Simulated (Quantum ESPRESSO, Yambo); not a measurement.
# KCl (Sylvite): G0W0 with Yambo, start to end, part 2 of 2

Wanted: ground state, empty states, screening and self-energy for KCl (Sylvite).

Quantum ESPRESSO 7.5 and Yambo 5.3.0; PBE and many-body steps on it, plane waves. Known limits of the many-body steps: not at the basis limit.

So far. Step 2 (Ground state): The gap is direct, at Γ. Step 3 (Bands along the symmetry lines): The gap is 5.190 eV, as in the run before at this level.

### Step 4. Empty states on the mesh, 4×4×4 mesh, 743 bands

Level of this step: DFT, PBE, plane waves, norm-conserving pseudopotentials (Quantum ESPRESSO).

The sums over transitions need many empty states on a uniform mesh; this step solves for them.

Input file pw.in:

```
&control
  calculation = 'nscf'
  prefix = 'x'
  outdir = 'o'
  pseudo_dir = 'pseudo'
/
&system
  ibrav = 0
  nat = 2
  ntyp = 2
  ecutwfc = 66.0
  nbnd = 743
  force_symmorphic = .true.
/
&electrons
  conv_thr = 1e-9
  electron_maxstep = 80
  diago_full_acc = .true.
  diago_thr_init = 5e-6
/
ATOMIC_SPECIES
  K 39.098 K.upf
  Cl 35.45 Cl.upf
CELL_PARAMETERS angstrom
  -0.0000000000 3.1464700000 3.1464700000
  3.1464700000 0.0000000000 3.1464700000
  3.1464700000 3.1464700000 -0.0000000000
ATOMIC_POSITIONS crystal
  K 0.0000000000 0.0000000000 0.0000000000
  Cl 0.5000000000 0.5000000000 0.5000000000
K_POINTS automatic
  4 4 4 0 0 0
```

Command:

```console
$ OMP_NUM_THREADS=1 mpirun -n 4 pw.x -nk 4 -in pw.in > pw.out
```

The log of the run:

```text
[banner, memory and clock lines left out]
Program PWSCF v.7.5 starts

     Atomic positions and unit cell read from directory:
     o/x.save/

     Message from routine setup:
     using ibrav=0 with symmetry is DISCOURAGED, use correct ibrav instead

     G-vector sticks info

     bravais-lattice index     =            0
     lattice parameter (alat)  =       8.4089  a.u.
     unit-cell volume          =     420.4336 (a.u.)^3
     number of atoms/cell      =            2
     number of atomic types    =            2
     number of electrons       =        16.00
     number of Kohn-Sham states=          743
     kinetic-energy cutoff     =      66.0000  Ry
     charge density cutoff     =     264.0000  Ry
     Exchange-correlation= PBE
                           (   1   4   3   4   0   0   0)

     celldm(1)=   8.408867  celldm(2)=   0.000000  celldm(3)=   0.000000
     celldm(4)=   0.000000  celldm(5)=   0.000000  celldm(6)=   0.000000

     crystal axes: (cart. coord. in units of alat)
               a(1) = (  -0.000000   0.707107   0.707107 )
               a(2) = (   0.707107   0.000000   0.707107 )
               a(3) = (   0.707107   0.707107  -0.000000 )

     reciprocal axes: (cart. coord. in units 2 pi/alat)
               b(1) = ( -0.707107  0.707107  0.707107 )
               b(2) = (  0.707107 -0.707107  0.707107 )
               b(3) = (  0.707107  0.707107 -0.707107 )
     Pseudo is Norm-conserving + core correction, Zval =  9.0
     Generated using ONCVPSP code by D. R. Hamann
     Using radial grid of 2222 points,  6 beta functions with:
     Pseudo is Norm-conserving + core correction, Zval =  7.0
     Generated using ONCVPSP code by D. R. Hamann
     Using radial grid of 1028 points,  6 beta functions with:
     K                 9.00    39.09800     K ( 1.00)
     Cl                7.00    35.45000     Cl( 1.00)

     48 Sym. Ops., with inversion, found

   Cartesian axes

     site n.     atom                  positions (alat units)
         1        K      tau(   1) = (   0.0000000   0.0000000   0.0000000  )
         2        Cl     tau(   2) = (   0.7071068   0.7071068   0.7071068  )

     number of k points=     8
                       cart. coord. in units 2pi/alat
        k(    1) = (   0.0000000   0.0000000   0.0000000), wk =   0.0312500
        k(    2) = (   0.1767767   0.1767767  -0.1767767), wk =   0.2500000
        k(    3) = (  -0.3535534  -0.3535534   0.3535534), wk =   0.1250000
[...]
k(    7) = (  -0.7071068   0.0000000   0.0000000), wk =   0.0937500
        k(    8) = (  -0.7071068   0.3535534   0.0000000), wk =   0.1875000

     Dense  grid:    30467 G-vectors     FFT dimensions: (  45,  45,  45)

     The potential is recalculated from file :
     o/x.save/charge-density

     Starting wfcs are    9 randomized atomic wfcs +  734 random wfcs

     Band Structure Calculation

     End of band structure calculation

          k = 0.0000 0.0000 0.0000 (  3839 PWs)   bands (ev):

   -26.2911 -11.2133  -9.7514  -9.7514  -9.7514   0.9045   0.9045   0.9045
     6.0941   9.2710   9.2710   9.2710  10.1289  10.1289  13.8753  16.8967
    16.8967  16.8967  18.8618  18.8618  18.8618  19.1841  19.1841  22.6007
[...]
[... 81 further rows ...]
[...]
294.8753 294.8753 294.8753 295.3155 295.3155 295.3155 295.4608

          k = 0.1768 0.1768-0.1768 (  3807 PWs)   bands (ev):

[...]
[... 81 further rows ...]
[...]
292.1410 292.1410 292.3683 292.6945 292.7635 292.7635 293.2845

          k =-0.3536-0.3536 0.3536 (  3798 PWs)   bands (ev):

[...]
55.3085  56.2237  56.2237  56.2615  60.4230  60.4230  60.9455  60.9455
     [... 81 further rows ...]
   292.5602 292.6266 293.1015 293.1524 293.2644 293.2644 293.5957 293.5957
   293.8413 293.8413 293.9484 293.9484 294.2981 294.4234 294.5244

          k = 0.3536 0.0000 0.0000 (  3831 PWs)   bands (ev):

     [... further k-points ...]

     highest occupied, lowest unoccupied level (ev):     0.9045    6.0941

     XML data file, pseudopotentials, collected wavefunctions
```

Run time: 2.2 min. Hardware: 4 MPI ranks of Intel Xeon Platinum 8259CL at 2.50GHz (Skylake/Cascade Lake), shared host; peak memory 1.5 GiB.

Numbers from this step:

```yaml
gap: 5.190 eV
k_of_the_valence_top: 0, 0, 0
k_of_the_conduction_bottom: 0, 0, 0
least_direct_gap: 5.190 eV
k_points_computed: 8
lowest_point_of_the_top_converged_band_above_the_valence_top: 292.3800 eV
```

On this mesh the gap is 5.190 eV.

### Step 5. Conversion and set-up

This step: Yambo 5.3.0; conversion and set-up on PBE, plane waves, norm-conserving pseudopotentials.

The states are converted to the many-body program's format and the q mesh is built.

Command:

```console
$ (cd o/x.save; p2y > p2y.log; mv SAVE ../..); yambo > setup.log
```

The log of the run:

```text
 Yambo, version 5.3.0

 [02] CORE Variables Setup
 =========================

  [02.01] Unit cells
  ==================

  Cell kind             :  FCC
  Atoms in the cell     :  K  Cl
  number of K  atoms    :  1
  number of Cl atoms    :  1

  List of atomic masses
  Mass of K     :  39.09800
  Mass of Cl    :  35.45000

  List of atomic coordinates    : [cc]
  K1       :  0.000000  0.000000  0.000000  order 1
  Cl1       :  5.945967  5.945967  5.945967  order 2

  Alat factors          :  5.945967  5.945967  5.945967 [a.u.]
  Direct lattice volume :  420.4336 [a.u.]
  Direct lattice vectors:  A[ 1 ]  A[ 2 ]  A[ 3 ]
   A[ 1 ]: -0.000000  1.000000  1.000000  [iru]
  -0.000000  5.945967  5.945967  [cc]
   A[ 2 ]:  1.000000  0.000000  1.000000  [iru]
   5.945967  0.000000  5.945967  [cc]
   A[ 3 ]:  1.000000  1.000000 -0.000000  [iru]
   5.945967  5.945967 -0.000000  [cc]

  Recip. lattice volume :  0.589987 [a.u.]
  Recip. lattice vectors:  B[ 1 ]  B[ 2 ]  B[ 3 ]
   B[ 1 ]: -0.500000  0.500000  0.500000  [iku]
  -0.528357  0.528357  0.528357  [cc]
   B[ 2 ]:  0.500000 -0.500000  0.500000  [iku]
   0.528357 -0.528357  0.528357  [cc]
   B[ 3 ]:  0.500000  0.500000 -0.500000  [iku]
   0.528357  0.528357 -0.528357  [cc]

  [02.02] Symmetries
  ==================

  Inversion symmetry    : yes
  Spatial inversion     : yes
  Inversion index       :  25
  K-space Time-reversal : no
  Magnetic symmetries   : no
  Group table correct   : yes
  Symmetries units      :  [cc]

   [S  1]:   1.0000      0.31277E-16  0.31277E-16  0.31277E-16   1.0000     -0.31277E-16 -0.31277E-16 -0.31277E-16   1.0000
   [S  2]:  -1.0000     -0.31277E-16  0.31277E-16 -0.31277E-16  -1.0000     -0.31277E-16  0.31277E-16  0.31277E-16   1.0000
   [S  3]:  -1.0000      0.31277E-16 -0.31277E-16 -0.31277E-16   1.0000      0.31277E-16  0.31277E-16 -0.31277E-16  -1.0000
[...]
[... 36 further rows ...]
   [S 47]:  0.31277E-16   1.0000     -0.31277E-16 -0.31277E-16  0.31277E-16  -1.0000       1.0000     -0.31277E-16  0.31277E-16
   [S 48]:  0.31277E-16  -1.0000      0.31277E-16 -0.31277E-16 -0.31277E-16   1.0000       1.0000      0.31277E-16 -0.31277E-16

  [02.03] Reciprocal space
  ========================

  nG shells         :   318
  nG charge         :  30467
  nG WFs            :   4637
  nC WFs            :   3839
  G-vecs. in first 31 shells:  [ Number ]
     1    9   15   27   51   59   65   89  113
    137   169   181   229   259   283   307   331   339
    387   411   459   531   537   561   609   645   701
    725   749   821   869
  ...
  Shell energy in first 31 shells:  [ mHa ]
    0.00000      418.742      558.322      1116.64      1535.39      1674.97      2233.29      2652.03      2791.61
    3349.93      3768.67      4466.58      4885.32      5024.90      5583.22      6001.96      6141.54      6699.87
[...]
BZ  K-points                                      :   64

  K/Q-points units:
  rlu = crystal or reduced units; cc = cartesian coordinates; iku = interal k-units

  K [1]          [rlu]:  0.000000  0.000000  0.000000
         WF components:   3839
  K [2]          [rlu]: -0.15791E-17 -0.15791E-17  0.25000
         WF components:   3807
  K [3]          [rlu]:  0.17883E-18  0.17883E-18 -0.50000
         WF components:   3798
  K [4]          [rlu]:  0.51284E-17  0.25000      0.25000
         WF components:   3831
  K [5]          [rlu]: -0.23018E-16  0.25000     -0.50000
         WF components:   3822
  [... 2 further k-points ...]
  K [8]          [rlu]:  0.250000 -0.500000 -0.250000
         WF components:   3828

  [02.05] Energies & Occupations
  ==============================

  [X] === General ===
  [X] Electronic Temperature                        :  0.000000  0.000000 [eV K]
  [X] Bosonic    Temperature                        :  0.000000  0.000000 [eV K]
  [X] Finite Temperature mode                       : no
  [X] El. density                                   :  0.25681E+24 [cm-3]
  [X] Fermi Level                                   :  0.904510 [eV]

  [X] === Gaps and Widths ===
  [X] Conduction Band Min                           :  5.189547 [eV]
  [X] Valence Band Max                              :  0.000000 [eV]
  [X] Filled Bands                                  :   8
  [X] Empty Bands                                   :     9   743
  [X] Direct Gap                                    :  5.189547 [eV]
  [X] Direct Gap localized at k                     :  1
  [X] Indirect Gap                                  :  5.189547 [eV]
  [X] Indirect Gap between kpts                     :  1  1
  [X] Last valence band width                       :  0.471834 [eV]
  [X] 1st conduction band width                     :  2.840959 [eV]

  E @ K [1]:  [eV]
   -27.196      -12.118      -10.656      -10.656      -10.656     -0.49576E-11 -0.13278E-11   0.0000
    5.18955   8.36653   8.36653   8.36653   9.22443   9.22443  12.97082  15.99214
  occ @ K [1]
   2.000000  2.000000  2.000000  2.000000  2.000000  2.000000  2.000000  2.000000
[...]
E @ K [2]:  [eV]
[...]
occ @ K [2]
[...]
E @ K [3]:  [eV]
[...]
occ @ K [3]
[...]
E @ K [4]:  [eV]
[...]
occ @ K [4]
[...]
E @ K [5]:  [eV]
[...]
occ @ K [5]
[...]
[... 2 further k-points ...]
  E @ K [8]:  [eV]
[...]
occ @ K [8]
   2.000000  2.000000  2.000000  2.000000  2.000000  2.000000  2.000000  2.000000
   0.000000  0.000000  0.000000  0.000000  0.000000  0.000000  0.000000  0.000000

 [03] Transferred momenta grid and indexing
 ==========================================

 IBZ Q-points                                      :   8
 BZ  Q-points                                      :   64

 K/Q-points units:
 rlu = crystal or reduced units; cc = cartesian coordinates; iku = interal k-units

 Q [1]          [rlu]:  0.000000  0.000000  0.000000
 Q [2]          [rlu]: -0.15791E-17 -0.15791E-17  0.25000
 Q [3]          [rlu]:  0.17883E-18  0.17883E-18 -0.50000
[...]
Q [7]          [rlu]: -0.10257E-16 -0.50000     -0.50000
 Q [8]          [rlu]:  0.250000 -0.500000 -0.250000

  [03.01] X indexes
  =================

   [03.01.01] Sigma indexes
   ========================

 [06] Game Over & Game summary
```

It took 4 s on 1 MPI rank; peak memory 0.25 GiB.

### Step 6. Screening and self-energy, 4×4×4 mesh, 307 bands, screening to 231.3 eV

G0W0 replaces the xc potential by the self-energy, built once from these orbitals. Only a window of levels is corrected, while the sums run over the empty bands that the input names.

This step: G0W0 on PBE, plane waves, norm-conserving pseudopotentials.

Input file gw2.in:

```
HF_and_locXC
gw0
dyson
ppa
em1d
rim_cut
RandQpts= 1000000
RandGvec= 1 RL
EXXRLvcs= 66 Ry
VXCRLvcs= 264 Ry
Chimod= "HARTREE"
% BndsRnXp
 1 | 307 |
%
NGsBlkXp= 17 Ry
% LongDrXp
 1 | 1 | 1 |
%
% GbndRnge
 1 | 307 |
%
DysSolver= "n"
ExtendOut
PPAPntXp= 27.21138 eV
% QPkrange
 1 | 1 | 7 | 10 |
%
```

Command:

```console
$ OMP_NUM_THREADS=1 mpirun -n 4 yambo -F gw2.in -J gw2 -C gw2 > gw2.log
```

The log of the run:

```text
 Yambo, version 5.3.0

 [02] CORE Variables Setup
 =========================

  [... cell, symmetries and grids as in the set-up ...]

  [02.05] Energies & Occupations
  ==============================

  [X] === General ===
  [X] Electronic Temperature                        :  0.000000  0.000000 [eV K]
  [X] Bosonic    Temperature                        :  0.000000  0.000000 [eV K]
  [X] Finite Temperature mode                       : no
  [X] El. density                                   :  0.25681E+24 [cm-3]
  [X] Fermi Level                                   :  0.904510 [eV]

  [X] === Gaps and Widths ===
  [X] Conduction Band Min                           :  5.189547 [eV]
  [X] Valence Band Max                              :  0.000000 [eV]
  [X] Filled Bands                                  :   8
  [X] Empty Bands                                   :     9   743
  [X] Direct Gap                                    :  5.189547 [eV]
  [X] Direct Gap localized at k                     :  1
  [X] Indirect Gap                                  :  5.189547 [eV]
  [X] Indirect Gap between kpts                     :  1  1
  [X] Last valence band width                       :  0.471834 [eV]
  [X] 1st conduction band width                     :  2.840959 [eV]

 [03] Transferred momenta grid and indexing
 ==========================================

 IBZ Q-points                                      :   8
 BZ  Q-points                                      :   64

 K/Q-points units:
 rlu = crystal or reduced units; cc = cartesian coordinates; iku = interal k-units

 Q [1]          [rlu]:  0.000000  0.000000  0.000000
 Q [2]          [rlu]: -0.15791E-17 -0.15791E-17  0.25000
 Q [3]          [rlu]:  0.17883E-18  0.17883E-18 -0.50000
 Q [4]          [rlu]:  0.51284E-17  0.25000      0.25000
 Q [5]          [rlu]: -0.24866E-16  0.25000      0.50000
 Q [6]          [rlu]:  0.31581E-17  0.25000     -0.25000
 Q [7]          [rlu]: -0.10257E-16 -0.50000     -0.50000
 Q [8]          [rlu]:  0.250000 -0.500000 -0.250000

 [04] Coloumb potential Random Integration (RIM)
 ===============================================

  [04.01] RIM initialization
  ==========================

  * Diagonal components only detected *

  8 x (sBL volume)        :  0.073748 [a.u.]
  sBZ random points       :  1000000
  Points outside the sBZ  :   7999624
  RL volume               :  0.589987 [a.u.]
  Integrated volume       :  0.590014 [a.u.]

  [04.02] RIM integrals
  =====================

  Gamma point sphere radius             :  0.076068 [a.u.]
  Points outside the sphere             :   799635
  [Int_sBZ(q=0) 1/q^2]*(Vol_sBZ)^(-1/3) =:  7.763403
                                 should be <:  7.795600

  Summary of Coulomb integrals for non-metallic bands |Q|[au] RIM/Bare

  Q [1] 0.100000E-4 0.995870 * Q [2] 0.228785 1.064378
  Q [4] 0.264178 1.063960 * Q [6] 0.373605 1.026260
  Q [5] 0.438090 1.019161 * Q [3] 0.457571 1.016674
  Q [7] 0.528357 1.013019 * Q [8] 0.590721 1.010006

 [WARNING] [Xp] User bands 1-307 break level degeneracy

 [05] Dipoles
 ============

  [05.01] Setup: observables and procedures
  =========================================

 [06] Dynamic Dielectric Matrix (PPA)
 ====================================

 [WR./gw2//ndb.pp]---------------------------------------------------------------
  Brillouin Zone Q/K grids (IBZ/BZ)                :    8   64    8   64
  RL vectors                                       :   4645 [WF]
  Coulomb cutoff potential                         : none
  Electronic Temperature                           :  0.000000 [K]
  Bosonic    Temperature                           :  0.000000 [K]
  PPA    diel. fun.  energies                      : Perdew, Burke & Ernzerhof(X)+Perdew, Burke & Ernzerhof(C)
  wavefunctions                                    : Perdew, Burke & Ernzerhof(X)+Perdew, Burke & Ernzerhof(C)
  Global Gauge                                     : length
  X matrix size                                    :   537
  X band range                                     :    1  307
  X e/h energy range                               : -1.000000 -1.000000 [eV]
  X Time ordering                                  : R
  X Hxc Kernel                                     : HARTREE
  X Drude frequency                                :  0.000000  0.000000
  X poles                                          :  100.0000 [o/o]
  RL vectors in the sum                            :   4645
  [r,Vnl] included                                 : yes
  Field direction                                  :  0.577350E-5  0.577350E-5  0.577350E-5
  BZ energy Double Grid                            : no
  BZ energy DbGd points                            : 0
  BZ Q point size factor                           : -1.000000
  X Optical Averaged directions                    : none

 [07] Local Exchange-Correlation + Non-Local Fock
 ================================================

 [VXC] Plane waves :  30467
 [EXS] Plane waves :   3943

 QP @ state[ 1 ] K range:  1  1
 QP @ state[ 1 ] b range:   7  10

 [xc] Functional : Perdew, Burke & Ernzerhof(X)+Perdew, Burke & Ernzerhof(C)
 [xc] LIBXC used to calculate xc functional
  PP Number of Atomic Species                      :  2
  NLCC RL compoments                               :  30467
  PP Number of Atomic Species                      :  2
  NLCC RL compoments                               :  30467

 [xc] E_xc :  -7.315493 [Ha]
      E_xc :  -14.63099 [Ry]

  Local XC kind (lXC) : Perdew, Burke & Ernzerhof(X)+Perdew, Burke & Ernzerhof(C)
  Non-Local XC kind (nlXC) : Hartree-Fock

  Corrections @ K [1] :  [eV]
 <7|nlXC|7> = -18.61843  0.36386E-17 <7|lXC|7> = -14.14755  0.000000
 <8|nlXC|8> = -18.61839  0.63390E-17 <8|lXC|8> = -14.14755 -0.75527E-15
 <9|nlXC|9> = -3.270736  0.26382E-18 <9|lXC|9> = -6.954806 -0.18882E-15
 <10|nlXC|10> = -4.064588  0.12840E-17 <10|lXC|10> = -8.956462  0.47204E-16

 [08] Dyson equation: Newton solver
 ==================================

  [08.01] G0W0 (W PPA)
  ====================

  [  GW  ] Bands range     :    1  307
  [GW/PPA] G damping       :  0.100000 [eV]

  QP @ state[ 1 ] K range:  1  1
  QP @ state[ 1 ] b range:   7  10

   Sc/G bands                                       :    1  307
   Sc/G damping                                     :  0.100000 ev
   Sc bands terminator                              : no
   Sx RL components                                 :   3943

   QP @ state[ 1 ] K range                          :  1  1
   QP @ state[ 1 ] b range                          :   7  10
   GF energies kind                                 : Perdew, Burke & Ernzerhof(X)+Perdew, Burke & Ernzerhof(C)
   GF WF`s kind                                     : Perdew, Burke & Ernzerhof(X)+Perdew, Burke & Ernzerhof(C)
   Xs energies kind                                 : Perdew, Burke & Ernzerhof(X)+Perdew, Burke & Ernzerhof(C)
   Xs WF`s kind                                     : Perdew, Burke & Ernzerhof(X)+Perdew, Burke & Ernzerhof(C)

 [11] Game Over & Game summary
```

Wall time 10 min (4 MPI ranks); peak memory 2.2 GiB; 40 min of CPU time.

This step gave:

- G0W0 gap on the points computed: 8.190 eV
- starting gap on the mesh: 5.190 eV
- k of the valence top: 0, 0, 0
- k of the conduction bottom: 0, 0, 0
- least direct G0W0 gap on the computed points: 8.190 eV
- Z at the valence top: 0.8156
- Z at the conduction bottom: 0.8785

The gap on the mesh goes from 5.19 eV to 8.19 eV, a correction of +3.00 eV.

Limits: finite bands, cutoff and mesh. v1 is the top filled band, c1 the lowest empty one. The levels before and after the correction (eV, zero at the valence-band top of each column):

|  | conduction bottom | valence top |
| --- | --- | --- |
| Kohn-Sham | 5.19 | 0.00 |
| G0W0 | 8.19 | 0.00 |

|  | level | energy (eV) |
| --- | --- | --- |
| Kohn-Sham | Γ v2-v1 | 0.000 |
| Kohn-Sham | Γ c1 | 5.190 |
| Kohn-Sham | Γ c2 | 8.367 |
| G0W0 | Γ v2-v1 | 0.000 |
| G0W0 | Γ c1 | 8.190 |
| G0W0 | Γ c2 | 12.293 |

### Step 7. Where the time went

Times are wall times on the hardware named with each run, good to a factor of about two.

| step | time | share | memory (GiB) |
| --- | --- | --- | --- |
| ground state | 6.7 s | 1 % | 0.28 |
| bands along the symmetry lines | 8 s | 1 % | 0.25 |
| empty states on the mesh | 2.2 min | 17 % | 1.5 |
| conversion and set-up | 4 s | 1 % | 0.25 |
| screening and self-energy | 10 min | 80 % | 2.2 |

### Step 8. What came out

```yaml
pbe_gap: 5.19 eV, direct
g0w0_gap_on_the_mesh: 8.19 eV
gw_settings: 4×4×4 mesh, 307 bands, screening to 231.3 eV, Godby-Needs plasmon pole
known_limits: not at the basis limit
```

G0W0 moves the gap on the mesh from 5.19 eV to 8.19 eV (+3.00 eV), with Z of 0.82 and 0.88 at the edges. Only 1 of the mesh's irreducible points was corrected, so a valley elsewhere could overtake. The dearest step here is «screening and self-energy». Bands and cutoff are finite, so the gap is not at the basis limit. The miss can reach some tenths of an eV and take either sign; the mesh is an error of its own. In the G0W0 run levels were corrected at 1 k point alone, so a gap called «on the mesh» is the least over those, and an edge elsewhere would be missed.

[Paths, hosts, dates, memory and timing lines, banners, echoed tables and standing remarks are left out of the program output.]

[Logs are printed without paths, hosts, clocks, repeated set-up lines and the standing remarks that a program may print on its own settings, such as how far it seeks lower states.]

[Runs of the session that timed out or met a known fault of the program may be left out.]

[Hosts, paths, dates, database ids (printed as entryN), source tags and the programs' standing remarks are cut or masked in the printed files.]
